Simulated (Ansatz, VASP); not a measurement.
**Two plane-wave programs on Se**

Contents of INCAR:

```
SYSTEM = Se
  PREC = Accurate
  ENCUT = 520
  EDIFF = 1E-7
  ISMEAR = 1
  SIGMA = 1.0
  LREAL = .False.
  LASPH = .True.
  NELM = 100
  ALGO = Normal
  ISIF = 2
  LWAVE = .False.
  LCHARG = .False.
  NBANDS = 16
```

The input KPOINTS:

```
Automatic mesh
0
Gamma
  9 9 6
  0 0 0
```

Contents of POSCAR:

```
Se
1.0
    3.9534579885      0.0000000000      0.0000000000
   -1.9767289943      3.4237950508      0.0000000000
    0.0000000000      0.0000000000      5.1205317866
Se
3
Direct
    0.2543546533      1.0000000000      0.3333333333
    1.0000000000      0.2543546533      0.6666666667
    0.7456453467      0.7456453467      1.0000000000
```

Input for Ansatz:

```yaml
crystal:
  lattice:
    - [3.9534579885, 0.0, 0.0]
    - [-1.9767289943, 3.4237950508, 0.0]
    - [0.0, 0.0, 5.1205317866]
  atoms:
    - { symbol: Se, position: [0.2543546533, 1.0, 0.3333333333] }
    - { symbol: Se, position: [1.0, 0.2543546533, 0.6666666667] }
    - { symbol: Se, position: [0.7456453467, 0.7456453467, 1.0] }
hamiltonian:
  xc: lda
  pseudopotentials:
    kind: paw
    azcp:
      Se: "pseudopotentials/Se.paw.azcp"
basis:
  ecutwfc: 420
  fft_grid_basis: typed
kpoints:
  mp_grid: { grid: [9, 9, 6], shift: [0, 0, 0] }
magnetization:
  spin_polarized: false
scf:
  occupations: { method: cold, width: 1.0 }
  lower_state_search: "off"
output:
  stress: true
  write_density: true
  write_potential: true
  elf: true
  volumetric_format: npy
```

Alike in both runs: task single point; functional LDA; k mesh 9 × 9 × 6; no spin polarisation.

|  | VASP | Ansatz |
| --- | --- | --- |
| version | VASP 6.6.1 | Ansatz 0.2.0 |
| potentials or method | VASP PAW LDA potentials, release 64 (Se) | plane waves (420 eV) with PAW, scalar-relativistic |
| plane-wave cutoff (eV) | 520 | 420 |
| occupations | methfessel-paxton of order 1, width 1 eV | cold, width 1 eV |
| valence electrons in the cell | 18 | 48 |

VASP gave:

| Property | Result |
| --- | --- |
| pressure (GPa) | -0.2 |
| largest component of the traceless stress (GPa) | 0.09 |

Task: What did Ansatz give for the same quantities?

Result: Pressure (GPa): -0.9; largest component of the traceless stress (GPa): 0.87.

The two sets of potentials don't hold the same shells in valence. Ansatz warned: «pseudo_functional_mismatch».
